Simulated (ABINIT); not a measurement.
**Quasiparticle gap of CdTe (F-43m) in ABINIT**

How does a plane-wave GW calculation on CdTe (F-43m) run from the first input to the gap?

Main program and level: ABINIT 10.8.3; PBE and many-body steps on it, plane waves.

**Experimental background.**

- Gap 1.32 ± 0.02 eV: direct optical gap from Tauc analysis, 2.5 h deposition; UV-vis diffuse reflectance; film (electrodeposited 2.5 h on FTO, nearly stoichiometric) (“Electrodeposition of CdTe Thin Films for Solar Energy Water Splitting”, 2020, pmc:7177234).

- Gap 1.592 eV: near-band-edge L1 bound-exciton energy extrapolated to 0 K (Varshni), slightly below the true gap; temperature-dependent photoluminescence; 0 K; bulk crystal (vertical Bridgman single crystal) (“Photoluminescence characteristics of Cd1-xMnxTe single crystals grown by the vertical Bridgman method”, 2012, pmc:3275455).

- Gap 1.48 ± 0.02 eV: direct optical gap from Tauc analysis, 1.5 h deposition; UV-vis diffuse reflectance; film (electrodeposited 1.5 h on FTO, Te-rich) (“Electrodeposition of CdTe Thin Films for Solar Energy Water Splitting”, 2020, pmc:7177234).

Most raw output is cut from this account.

## 1. Starting point

Symmetry: F-43m, No. 216, cubic system. Conventional cell: a = 6.480 Å, b = 6.480 Å, c = 6.480 Å, α = 90.00°, β = 90.00°, γ = 90.00°. Nearest to Cd lie 4 Te at 2.81 Å. Nearest to Te lie 4 Cd at 2.81 Å. Farther neighbours and most contacts between anions are not listed.

The cell and positions come from the Crystallography Open Database and are kept as given unless a step says otherwise.

## 2. Ground state

This step: ABINIT 10.8.3; DFT, PBE with spin-orbit coupling, plane waves, norm-conserving pseudopotentials.

The ground-state density comes first.

Input file run.abi:

```
acell 3*1.0 Angstrom
rprim 
  0.000000000000 3.240000000000 3.240000000000
  3.240000000000 0.000000000000 3.240000000000
  3.240000000000 3.240000000000 0.000000000000
ntypat 2
znucl 48 52
natom 2
typat 1 2
xred 
  0.000000000000 0.000000000000 0.000000000000
  0.250000000000 0.250000000000 0.250000000000
pp_dirpath "pseudos"
pseudos "Cd.upf, Te.upf"
ecut 47
nspinor 2
ngkpt 4 4 4
nshiftk 1
shiftk 0 0 0
kptopt 1
chksymbreak 0
nband 46
occopt 1
tolvrs 1e-10
nstep 60
prtwf 0
optforces 0
optstress 0
indata_prefix "in"
outdata_prefix "out"
tmpdata_prefix "tmp"
```

Started as:

```sh
OMP_NUM_THREADS=1 mpirun -n 16 abinit run.abi > log
```

Elapsed: 97 s, on 16 MPI ranks of Arm Neoverse N1, shared host; peak memory 1.7 GiB; 26 min of CPU time.

This step gave:

```
total energy               : -7623.2047 eV
gap                        : 0.4914 eV
k of the valence top       : 0, 0, 0
k of the conduction bottom : 0, 0, 0
least direct gap           : 0.4914 eV
```

The gap is direct, at Γ.

## 3. Bands along the symmetry lines

Levels along a band path, at the cheap level, show where the edges lie and whether the meshes to come will hold them.

Input file run.abi:

```
acell 3*1.0 Angstrom
rprim 
  0.000000000000 3.240000000000 3.240000000000
  3.240000000000 0.000000000000 3.240000000000
  3.240000000000 3.240000000000 0.000000000000
ntypat 2
znucl 48 52
natom 2
typat 1 2
xred 
  0.000000000000 0.000000000000 0.000000000000
  0.250000000000 0.250000000000 0.250000000000
pp_dirpath "pseudos"
pseudos "Cd.upf, Te.upf"
ecut 47
nspinor 2
iscf -2
irdden 1
kptopt 0
nkpt 26
kpt 
  0.00000000 0.00000000 0.00000000
  -0.12500000 -0.12500000 0.00000000
  -0.25000000 -0.25000000 0.00000000
  -0.37500000 -0.37500000 0.00000000
  -0.50000000 -0.50000000 0.00000000
  -0.46875000 -0.46875000 0.06250000
  -0.43750000 -0.43750000 0.12500000
  -0.40625000 -0.40625000 0.18750000
  -0.37500000 -0.37500000 0.25000000
  -0.37500000 0.00000000 0.37500000
  -0.28125000 0.00000000 0.28125000
  -0.18750000 0.00000000 0.18750000
  -0.09375000 0.00000000 0.09375000
  0.00000000 0.00000000 0.00000000
  0.00000000 0.00000000 0.12500000
  0.00000000 0.00000000 0.25000000
  0.00000000 0.00000000 0.37500000
  0.00000000 0.00000000 0.50000000
  -0.12500000 -0.06250000 0.43750000
  -0.25000000 -0.12500000 0.37500000
  -0.37500000 -0.18750000 0.31250000
  -0.50000000 -0.25000000 0.25000000
  -0.50000000 -0.31250000 0.18750000
  -0.50000000 -0.37500000 0.12500000
  -0.50000000 -0.43750000 0.06250000
  -0.50000000 -0.50000000 0.00000000
istwfk *1
nband 52
nbdbuf 6
tolwfr 1e-08
nstep 40
prtwf 0
prtvol 0
indata_prefix "in"
outdata_prefix "out"
tmpdata_prefix "tmp"
```

The job ended after 86 s (16 MPI ranks; peak memory 1.5 GiB; 23 min of CPU time).

This step gave:

| Quantity | Value |
| --- | --- |
| gap | 0.4914 eV |
| k of the valence top | 0, 0, 0 |
| k of the conduction bottom | 0, 0, 0 |
| least direct gap | 0.4914 eV |

The gap is 0.491 eV, as in the run before at this level.

Electronic bands along the path, in eV, zero at the top of the highest filled band:

```csv
point,band 33,band 34,band 35,band 36,band 37,band 38,band 39,band 40
Γ,0.00,0.00,0.00,0.00,0.49,0.49,4.09,4.09
halfway,-1.56,-1.56,-1.18,-1.18,2.67,2.67,3.05,3.05
X,-2.32,-2.32,-1.98,-1.98,2.32,2.32,2.40,2.40
halfway,-2.60,-2.40,-2.04,-1.98,2.42,2.43,2.92,3.01
U,-3.02,-2.72,-1.83,-1.79,2.59,2.63,4.14,4.33
jump to K,-3.02,-2.72,-1.83,-1.79,2.59,2.63,4.14,4.33
halfway,-1.93,-1.70,-0.70,-0.69,2.46,2.63,4.54,4.68
Γ,0.00,0.00,0.00,0.00,0.49,0.49,4.09,4.09
halfway,-0.98,-0.98,-0.45,-0.44,1.71,1.71,4.76,4.76
L,-1.33,-1.33,-0.80,-0.80,1.54,1.54,4.84,4.84
halfway,-2.51,-2.27,-1.57,-1.47,2.86,3.03,4.31,4.33
W,-2.91,-2.44,-2.44,-2.41,3.75,4.15,4.39,4.45
halfway,-2.65,-2.38,-2.22,-2.19,2.91,3.03,3.05,3.13
X,-2.32,-2.32,-1.98,-1.98,2.32,2.32,2.40,2.40
```

## 4. Empty states on the mesh, 4×4×4 mesh, 326 bands

The sums over transitions need many empty states on a uniform mesh; this step solves for them.

Input file run.abi:

```
acell 3*1.0 Angstrom
rprim 
  0.000000000000 3.240000000000 3.240000000000
  3.240000000000 0.000000000000 3.240000000000
  3.240000000000 3.240000000000 0.000000000000
ntypat 2
znucl 48 52
natom 2
typat 1 2
xred 
  0.000000000000 0.000000000000 0.000000000000
  0.250000000000 0.250000000000 0.250000000000
pp_dirpath "pseudos"
pseudos "Cd.upf, Te.upf"
ecut 47
nspinor 2
ngkpt 4 4 4
nshiftk 1
shiftk 0 0 0
kptopt 1
chksymbreak 0
iscf -2
irdden 1
istwfk *1
nband 326
nbdbuf 28
tolwfr 1e-09
nstep 60
prtvol 0
indata_prefix "in"
outdata_prefix "out"
tmpdata_prefix "tmp"
```

Wall time 13 min (16 MPI ranks); peak memory 2 GiB.

Numbers from this step:

| Quantity | Value |
| --- | --- |
| gap | 0.4914 eV |
| k of the valence top | 0, 0, 0 |
| k of the conduction bottom | 0, 0, 0 |
| least direct gap | 0.4914 eV |
| k points computed | 8 |
| lowest point of the top converged band, above the valence top | 80.3433 eV |

On this mesh the gap is 0.491 eV.

## 5. Screening, 4×4×4 mesh, 298 bands, screening to 149.7 eV

The RPA dielectric matrix is built and inverted for each q.

This step: RPA screening on PBE with spin-orbit coupling, plane waves, norm-conserving pseudopotentials.

run.abi: that of step 4 with these lines changed.

```diff
@@ -21,10 +21,11 @@
 chksymbreak 0
-iscf -2
-irdden 1
 istwfk *1
-nband 326
-nbdbuf 28
-tolwfr 1e-09
-nstep 60
-prtvol 0
+occopt 1
+irdwfk 1
+optdriver 3
+nband 298
+ecuteps 5.5
+inclvkb 0
+awtr 1
+symchi 1
 indata_prefix "in"
```

The job ended after 13 min (16 MPI ranks; peak memory 13 GiB).

Numbers from this step:

* ε∞ with local fields, on this mesh, along the program's q direction: 43.22
* the same without local fields: 44.85
* plasma frequency: 27.01 eV
* plane waves in the screening matrix: 283

Local fields lower ε∞ by 4 %.

## 6. Self-energy, 4×4×4 mesh, 298 bands, screening to 149.7 eV

The self-energy is evaluated for the states that the input lists, and the levels follow from it, in one-shot runs by the linearised quasiparticle equation.

This step: G0W0 on PBE with spin-orbit coupling, plane waves, norm-conserving pseudopotentials.

run.abi: that of step 5 with these lines changed.

```diff
@@ -24,8 +24,15 @@
 irdwfk 1
-optdriver 3
+optdriver 4
 nband 298
+gwcalctyp 0
+ecutsigx 47
+symsigma 0
+nkptgw 1
+kptgw 
+  0.0000000000 0.0000000000 0.0000000000
+bdgw 
+  33 40
 ecuteps 5.5
-inclvkb 0
-awtr 1
-symchi 1
+irdscr 1
+ppmodel 1
 indata_prefix "in"
```

Wall time 3.2 min (16 MPI ranks); peak memory 6.5 GiB.

This step gave:

- G0W0 gap on the points computed: 1.54 eV
- starting gap on the mesh: 0.4914 eV
- k of the valence top: 0, 0, 0
- k of the conduction bottom: 0, 0, 0
- Z at the valence top: 0.793
- Z at the conduction bottom: 0.804
- least direct G0W0 gap on the computed points: 1.54 eV

The gap on the mesh goes from 0.49 eV to 1.54 eV, a correction of +1.05 eV.

Limits: finite bands, cutoff and mesh; exchange with frozen shells missing; screening head approximate; coarse k mesh. v1 is the top filled band, c1 the lowest empty one. The levels before and after the correction (eV, zero at the valence-band top of each column):

```csv
,conduction bottom,valence top
Kohn-Sham,0.49,0.00
G0W0,1.54,0.00
```

```csv
,level,energy (eV)
Kohn-Sham,Γ v4-v2,0.000
Kohn-Sham,Γ v1,0.000
Kohn-Sham,Γ c1-c2,0.491
Kohn-Sham,Γ c3-c4,4.091
G0W0,Γ v4-v2,-0.007
G0W0,Γ v1,0.000
G0W0,Γ c1-c2,1.541
G0W0,Γ c3-c4,5.330
```

## 7. Where the time went

Times are wall times on 16 MPI ranks of Arm Neoverse N1, shared host, good to a factor of about two.

```csv
step,time,share,memory (GiB)
ground state,97 s,5 %,1.7
bands along the symmetry lines,86 s,4 %,1.5
empty states on the mesh,13 min,40 %,2.0
screening,13 min,41 %,13
self-energy,3.2 min,10 %,6.5
```

## 8. Outcome

```json
{
 "PBE gap": "0.49 eV, direct",
 "G0W0 gap on the mesh": "1.54 eV",
 "GW settings": "4×4×4 mesh, 298 bands, screening to 149.7 eV, Godby-Needs plasmon pole",
 "known limits": "not at the basis limit; exchange with frozen shells missing; mesh may overstate the screening; screening head approximate; coarse k mesh"
}
```

**Reading.** G0W0 moves the gap on the mesh from 0.49 eV to 1.54 eV (+1.05 eV), with Z of 0.79 and 0.80 at the edges. Local fields lower the RPA ε∞ on this mesh from 44.85 to 43.22. Only 1 of the mesh's irreducible points was corrected, so a valley elsewhere could overtake. Against experiment, by G0W0@PBE: the direct gap of 1.54 eV lies +0.22 eV from the measured 1.32 ± 0.02 eV (direct, 2020); the direct gap of 1.54 eV lies −0.05 eV from the measured 1.592 eV (exciton, 0 K, 2012); the direct gap of 1.54 eV lies +0.06 eV from the measured 1.48 ± 0.02 eV (direct, 2020). An exciton line or allowed optical edge lies below the quasiparticle gap by the binding energy; a forbidden edge can push the onset above it. The calculation has static nuclei and no excitons; a measured gap holds zero-point and thermal motion, which mostly lowers it. Bands and cutoff are finite, so the gap is not at the basis limit. The miss can reach some tenths of an eV and take either sign; the mesh is an error of its own. In the G0W0 run levels were corrected at 1 k point alone, so a gap called «on the mesh» is the least over those, and an edge elsewhere would be missed. The 4×4×4 mesh is coarse for this cell, which bears on the long-range parts of exchange and screening. The norm-conserving file of at least one element keeps a d shell over frozen s and p shells of the same row. Exchange with those shells is missing from the self-energy, an error of 0.3 to 0.9 eV in cases checked, whose sign depends on which edge lies on those atoms. The RPA ε∞ on this mesh reaches over 25; with a narrow direct gap a coarse mesh can overstate it, and the correction is then too small. The long-wavelength limit of the screening leaves out the non-local commutator, which shifts ε∞.

[Paths, hosts, dates, memory and timing lines, banners, echoed tables and standing remarks are left out of the program output.]

[Logs are printed without paths, hosts, clocks, repeated set-up lines and the standing remarks that a program may print on its own settings, such as how far it seeks lower states.]

[Runs of the session that timed out or met a known fault of the program may be left out.]

[Hosts, paths, dates, database ids (printed as entryN), source tags and the programs' standing remarks are cut or masked in the printed files.]

[G0W0 gaps are taken among the corrected bands and points alone; a level outside them can change the order at an edge.]

[Where Ansatz stands beside ABINIT at settings called matched, ABINIT's density can come from a denser mesh and the files from another edition; pairs whose starting gaps differed by over 0.03 eV were left out, so agreement reads better than it is.]
